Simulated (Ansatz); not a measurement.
System: chalcopyrite CuInS2. Method: PBEsol-D3(BJ) in Ansatz (plane waves, PAW).

Numerical settings: plane-wave cutoff 520 eV, 10×10×10 k mesh, Fermi–Dirac smearing 0.01 eV, no spin polarisation, scalar-relativistic PAW data made under PBE.

Response to compression and expansion (c/a stays at 2.018):

Shape and atoms are relaxed at each volume.

```csv
V (Å³/atom),P (GPa),direct gap at Γ (eV)
19.339,3.73,0.191
19.742,1.75,0.135
20.145,0.00,0.081
20.548,-1.57,0.025
20.951,-2.96,0.010
```

Measured, for comparison: band gap 1.55 eV (temperature not stated, not corrected to a static lattice, direct or pseudo-direct at Γ; as tabulated in Ghosh et al. (2024), arXiv:2401.16805).

Note: the bulk modulus comes from volumes at which shape and atoms were relaxed.

Spin–orbit coupling is not included; it can close the smallest gap of 0.08 eV.

Ansatz is an electronic-structure program.
